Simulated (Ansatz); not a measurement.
# GaP and the effect of the functional

```
CELL_PARAMETERS angstrom
0.00000 2.72525 2.72525
2.72525 0.00000 2.72525
2.72525 2.72525 0.00000
ATOMIC_POSITIONS crystal
Ga 0.00000 0.00000 0.00000
P 0.75000 0.75000 0.75000
```

Kept alike: task single point; k mesh 6 × 6 × 6; occupations fermi-dirac, width 0.05 eV; no spin polarisation. Program: Ansatz, PAW datasets made for the crystal. Cutoffs run from 240 to 270 eV. The mesh is that of the run's cell of 2 atoms. No spin-orbit coupling.

| run | band gap (eV) | pressure (GPa) |
| --- | --- | --- |
| A | 2.958 | 0.50 |
| B | 2.291 | 0.74 |
| C | 1.653 | 2.51 |

Pressure is positive in compression, with a Pulay correction for the finite cutoff. A gap read on the mesh alone can miss an edge between its points.

**Question.** The runs differ in the functional (and the cutoff that goes with it) alone: HSE06; PBE; PBE0. Which run is which?

**Answer.** Run A is PBE0; run B is HSE06; run C is PBE. The band gap runs from 1.653 (PBE) to 2.958 eV (PBE0). From PBE: HSE06 +0.638; PBE0 +1.305. Measured: 2.34 eV at 10 K (arxiv:1810.01194); nearest HSE06, 0.049 eV off. The runs are for a static lattice. The pressure runs from 0.50 (PBE0) to 2.51 GPa (PBE). From PBE: HSE06 -1.77; PBE0 -2.01.

The gap opens in two nearly equal steps, first when short-range exact exchange is added to PBE and again when PBE0 keeps the long-range part as well, probably because nonlocal exchange pulls the filled, mainly P 3p states down relative to the empty antibonding ones. In a semiconductor that screens as strongly as GaP, unscreened long-range exchange is too strong, which fits PBE0 overshooting the measured gap while HSE06 lies close to it. That closeness is partly fortuitous: zero-point motion normally narrows the gap, so a static-lattice reference would lie somewhat above 2.34 eV.

The pressure responds differently. Most of its fall from PBE is already present in HSE06, which suggests that cohesion near this volume depends chiefly on short-range exchange, whereas the gap is sensitive to the long-range tail too. All three pressures are positive, so each functional would favour a larger cell than the one used, PBE most clearly, in line with its usual underbinding. The gaps at the relaxed volumes, and hence the functionals' ranking there, remain untested.
